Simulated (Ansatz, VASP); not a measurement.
SnSe2 in VASP and in Ansatz

```
Sn Se
1.0
     3.82515    0.00000    0.00000
    -1.91257    3.31268    0.00000
     0.00000    0.00000    6.22708
Sn Se
1 2
Direct
  0.00000 0.00000 0.00000
  0.33333 0.66667 0.25308
  0.66667 0.33333 0.74692
```

Alike in both runs: task single point; functional PBE; k mesh 6 × 6 × 4; no spin polarisation.

|  | VASP | Ansatz |
| --- | --- | --- |
| version | VASP 6.6.1 | Ansatz 0.2.0 |
| potentials or method | VASP PAW PBE potentials, release 64 (Sn_d, Se) | plane waves, PAW |
| plane-wave cutoff (eV) | 520 | 420 |
| occupations | gaussian, width 0.01 eV | fixed |
| valence electrons in the cell | 26 | 46 |

|  | VASP | Ansatz | Ansatz less VASP |
| --- | --- | --- | --- |
| gap on the k mesh at the Fermi level (eV) | 0.79 | 0.79 | +0.001 |

The two sets of potentials don't hold the same shells in valence.

Caveats: spin-orbit coupling is left out, which moves the levels of the heavy elements. A k mesh can miss the band edges.
